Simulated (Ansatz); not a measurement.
# S: the cost of one run

Computed with Ansatz 0.2.0 (DFT PBE+D3(BJ), scalar-relativistic, plane waves, PAW, unless a step's input says otherwise).

2 further runs of the same task are left out: 1 that didn't finish, 1 set aside as unsound or not needed.

### Step 1. The structure to begin with

The structure is monoclinic, space group Cm (No. 8). Conventional cell: a = 47.317 Å, b = 23.801 Å, c = 23.801 Å, α = 90.00°, β = 120.20°, γ = 90.00°. S (site symmetry 1) has 1 S at 2.07 Å as nearest neighbours. Around S (site symmetry 1) lie 2 S at 2.07 Å. S (site symmetry m) has 2 S at 2.07 Å as nearest neighbours. Only part of the 9 independent sites is listed.

As a file:

```cif
data_structure
_symmetry_space_group_name_H-M 'P 1'
_symmetry_Int_Tables_number 1
_cell_length_a 23.8010
_cell_length_b 23.8010
_cell_length_c 26.4829
_cell_angle_alpha 116.703
_cell_angle_beta 116.703
_cell_angle_gamma 90.000
_cell_volume 11583.22
loop_
_atom_site_label
_atom_site_type_symbol
_atom_site_fract_x
_atom_site_fract_y
_atom_site_fract_z
_atom_site_occupancy
S1 S 0.86261 0.36261 0.58385 1
S2 S 0.36261 0.86261 0.58385 1
S3 S 0.36804 0.76808 0.53615 1
S4 S 0.76808 0.36804 0.53615 1
S5 S 0.26808 0.86804 0.53615 1
S6 S 0.86261 0.22124 0.58385 1
S7 S 0.36261 0.72124 0.58385 1
S8 S 0.72124 0.36261 0.58385 1
S9 S 0.22124 0.86261 0.58385 1
S10 S 0.76808 0.16811 0.53615 1
S11 S 0.26808 0.66811 0.53615 1
S12 S 0.66811 0.26808 0.53615 1
S13 S 0.16811 0.76808 0.53615 1
S14 S 0.72124 0.22124 0.58385 1
S15 S 0.22124 0.72124 0.58385 1
```

It goes back to an entry of the Materials Project, which need not be the stable form.

It is built from the cell relaxed beforehand with the same method (723.95 Å³/atom).

### Step 2. Setting up the jump

The supercell lacks one S atom, at fractional position (0.868, 0.268, 0.536), and holds 15 atoms. Atom 1 (S), 2.07 Å away, is to jump into the empty site. The cell is fixed.

### Step 3. Relaxing around the vacancy

input.yaml reads:

```yaml
crystal:
  lattice:
    - [-16.8298319424, -16.8298319424, 0.0]
    - [-16.8298319424, 16.8298319424, 0.0]
    - [16.8298319424, 0.0, -20.4474802137]
  atoms:
    - { symbol: S, position: [0.8626091695, 0.3626091695, 0.5838482225] }
    - { symbol: S, position: [0.3626091695, 0.8626091695, 0.5838482225] }
    - { symbol: S, position: [0.3680408999, 0.7680758888, 0.5361517775] }
    - { symbol: S, position: [0.7680758888, 0.3680408999, 0.5361517775] }
    - { symbol: S, position: [0.2680758888, 0.8680408999, 0.5361517775] }
    - { symbol: S, position: [0.8626091695, 0.221239053, 0.5838482225] }
    - { symbol: S, position: [0.3626091695, 0.721239053, 0.5838482225] }
    - { symbol: S, position: [0.721239053, 0.3626091695, 0.5838482225] }
    - { symbol: S, position: [0.221239053, 0.8626091695, 0.5838482225] }
    - { symbol: S, position: [0.7680758888, 0.1681108776, 0.5361517775] }
    - { symbol: S, position: [0.2680758888, 0.6681108776, 0.5361517775] }
    - { symbol: S, position: [0.6681108776, 0.2680758888, 0.5361517775] }
    - { symbol: S, position: [0.1681108776, 0.7680758888, 0.5361517775] }
    - { symbol: S, position: [0.721239053, 0.221239053, 0.5838482225] }
    - { symbol: S, position: [0.221239053, 0.721239053, 0.5838482225] }
basis:
  ecutwfc: 420
kpoints:
  mp_grid: { grid: [1, 1, 1] }
hamiltonian:
  xc: pbe
  dispersion: d3bj
scf:
  occupations: { method: gaussian, width: 0.05 }
output:
  forces: true
  stress: true
  eigenvalues: true
  write_density: true
  write_potential: true
  elf: true
  volumetric_format: npy
relax:
  adjacent_minimum: "off"
  f_tol: 0.02
  max_steps: 50
```

Command:

```bash
$ ansatz run input.yaml --threads 4 --pin off --max-ram 9216MiB --backend cpu --events-out ev --progress --plain --runs-dir out
```

**Question.** How long does this run take on 4 threads of Intel Xeon Platinum 8375C at 2.90GHz (Ice Lake), shared host, and how much memory does it need?

About 2.9 min, with a peak of 5.2 GiB.
